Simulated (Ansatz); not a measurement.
# I (beta tin type): how the settings move a relaxation

Question: which choices in the input matter for I (beta tin type)?

Program: Ansatz 0.2.0. Level of theory: reference: DFT, PBE, PAW with Ansatz's default frozen-core files, scalar-relativistic. These are calculated values, not measurements.

### 1 The structure to begin with

It takes space group I4_1/amd (No. 141, tetragonal). The conventional cell has a = 5.548 Å, b = 5.548 Å, c = 3.681 Å, α = 90.00°, β = 90.00°, γ = 90.00°. I (site symmetry -4m2) is surrounded by 4 I at 2.92 Å.

Structure file:

```
I
1.0
    -2.77397    2.77397    1.84027
     2.77397   -2.77397    1.84027
     2.77397    2.77397   -1.84027
I
2
Direct
  0.62500 0.87500 0.75000
  0.37500 0.12500 0.25000
```

### 2 The reference run

File input.yaml:

```yaml
crystal:
  lattice:
    - [-2.7739720314, 2.7739720314, 1.8402727599]
    - [2.7739720314, -2.7739720314, 1.8402727599]
    - [2.7739720314, 2.7739720314, -1.8402727599]
  atoms:
    - { symbol: I, position: [-0.375, -0.125, -0.25] }
    - { symbol: I, position: [0.375, 0.125, 0.25] }
kpoints:
  mp_grid: { grid: [12, 12, 12] }
scf:
  occupations: { method: fermi_dirac, width: 0.1 }
hamiltonian:
  xc: pbe
  pseudopotentials: { kind: paw }
output:
  forces: true
  stress: true
relax:
  f_tol: 0.005
  max_steps: 30
  cell: { stress_tol: 0.27, fix: [volume] }
```

Run with:

```console
ansatz run input.yaml --threads 1 --pin off --max-ram 2048MiB --backend cpu --events-out ev --progress --plain --runs-dir out
```

### 3 Changing settings: mixing.algorithm anderson, mixing.beta 0.05, mixing.ndim 2

input.yaml: that of step 2 with these lines changed.

```diff
@@ -12,2 +12,3 @@
   occupations: { method: fermi_dirac, width: 0.1 }
+  mixing: { algorithm: anderson, beta: 0.05, ndim: 2 }
 hamiltonian:
```

Before running it: what results should come out? Wanted: for each run, ending; energy change; pressure; gap; force.

The runs gave:

```tsv
run	ending	energy change	pressure (GPa)	gap (eV)	force (eV/Å)	cycles	time
reference	converged	0	19.3	0.00	0.00	56	88 s
1: mixing.algorithm anderson, mixing.beta 0.05, mixing.ndim 2	converged	0.0 meV/atom	19.3	0.00	0.00	433	4.7 min
```

What this shows: Same state: the changed mixing leaves the energy within 0.5 meV/atom. Cost: 433 SCF cycles against 56, 4.7 min against 88 s. The structure is not at rest: the sound run finds 19 GPa, so these are no properties of the relaxed crystal. 
